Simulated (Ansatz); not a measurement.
**Mn (diamond type): how the settings move a single-point run**

Question: which choices in the input matter for Mn (diamond type)?

Method: reference: DFT, PBE, all-electron LAPW, scalar-relativistic, in Ansatz 0.2.0.

1 further run of the same task is left out (set aside as unsound or not needed).

## Step 1: Starting point

It takes space group Fd-3m (No. 227, cubic). The conventional cell has a = 3.649 Å, b = 3.649 Å, c = 3.649 Å, α = 90.00°, β = 90.00°, γ = 90.00°. Mn (site symmetry -43m) has 4 Mn at 1.58 Å as nearest neighbours.

Structure file:

```
Mn
1.0
     0.00000    1.82445    1.82445
     1.82445    0.00000    1.82445
     1.82445    1.82445    0.00000
Mn
2
Direct
  0.87500 0.87500 0.87500
  0.12500 0.12500 0.12500
```

## Step 2: The reference run

Contents of input.yaml:

```yaml
crystal:
  lattice:
    - [0.0, 1.8244452837, 1.8244452837]
    - [1.8244452837, 0.0, 1.8244452837]
    - [1.8244452837, 1.8244452837, 0.0]
  atoms:
    - { symbol: Mn, position: [-0.125, -0.125, -0.125], spin: 3.0 }
    - { symbol: Mn, position: [0.125, 0.125, 0.125], spin: 3.0 }
magnetization:
  spin_polarized: true
kpoints:
  mp_grid: { grid: [14, 14, 14] }
  band_path:
    path:
      - [0.0, 0.0, 0.0]
      - [0.5, 0.0, 0.5]
      - [0.625, 0.25, 0.625]
      - [0.375, 0.375, 0.75]
      - [0.0, 0.0, 0.0]
      - [0.5, 0.5, 0.5]
      - [0.5, 0.25, 0.75]
      - [0.5, 0.0, 0.5]
    npoints: 8
scf:
  occupations: { method: fermi_dirac, width: 0.1 }
hamiltonian:
  xc: pbe
  pseudopotentials: { kind: all_electron, lapw: { basis_error: 0.001 } }
output:
  forces: true
  stress: true
  eigenvalues: true
  populations: true
  dos: { projected: true, de: 0.2, e_range: [-14, 8] }
```

Run with:

```sh
ansatz run input.yaml --threads 1 --pin off --max-ram 3072MiB --backend cpu --events-out ev --progress --plain --runs-dir out
```

## Step 3: Changed: dr2_threshold 1.0e-09

input.yaml: that of step 2 with these lines changed.

```diff
@@ -25,2 +25,3 @@
   occupations: { method: fermi_dirac, width: 0.1 }
+  convergence: { dr2_threshold: 1.0e-09 }
 hamiltonian:
@@ -33,2 +34 @@
   populations: true
-  dos: { projected: true, de: 0.2, e_range: [-14, 8] }
```

What does the calculation give? Wanted: for each run, ending; energy change; pressure; gap; force.

**Answer**, as computed:

```csv
run,ending,energy change,pressure (GPa),gap (eV),force (eV/Å),cycles,time
reference,converged,0,870.6,0.00,0.00,9,1.9 min
1: dr2_threshold 1.0e-09,converged,0.0 meV/atom,870.6,0.00,0.00,9,2.1 min
```

Times don't compare one to one where runs were asked for different outputs or read a saved state (see the inputs); cycles may leave out searches for a lower state.

Residual by cycle in the longest SCF loop of each run; runs are numbered as in the table. The quantity is the density residual dr2, in eV.

```csv
cycle,reference,run 1
1,2.09,2.09
2,1.13,1.13
3,0.139,0.139
4,4.3e-4,4.3e-4
5,1.0e-4,1.0e-4
6,5.7e-6,5.7e-6
7,9.5e-9,9.5e-9
8,2.9e-10,2.9e-10
9,1.9e-12,1.9e-12
```

**Reading.** Energy and cycle count are those of the reference, so the change (convergence setting) left the result and the number of cycles as they were. The structure is not at rest: the sound run finds 871 GPa, so these are no properties of the relaxed crystal. 
